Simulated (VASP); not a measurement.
Crystal: C.

```
C
1.0
     2.52210    0.00000    0.00000
    -1.26105    2.18420    0.00000
     0.00000    0.00000   12.35570
C
12
Direct
  0.66667 0.33333 0.35417
  0.33333 0.66667 0.85417
  0.66667 0.33333 0.14583
  0.33333 0.66667 0.64583
  0.66667 0.33333 0.47917
  0.33333 0.66667 0.97917
  0.66667 0.33333 0.02083
  0.33333 0.66667 0.52083
  0.00000 0.00000 0.81250
  0.00000 0.00000 0.31250
  0.00000 0.00000 0.68750
  0.00000 0.00000 0.18750
```

This is a hexagonal form of diamond, not graphite.

Program: VASP 6.6.1. Alike in all runs: task band structure; potentials or basis VASP PAW PBE potentials, release 64 (C); no spin polarisation; cell as given; k mesh 12 × 12 × 3; cutoff (eV) 520; smearing fermi-dirac 0.05 eV.

Order these runs on this cell by their pressure, lowest first.
A. level TPSS
B. level rSCAN
C. level r2SCAN

B (-3.1 GPa), C (-1.0 GPa), A (2.1 GPa).

Caveats: the PAW data sets were made with another functional, which shifts forces and pressure a little.

Runs at the PBE level aren't shown here.
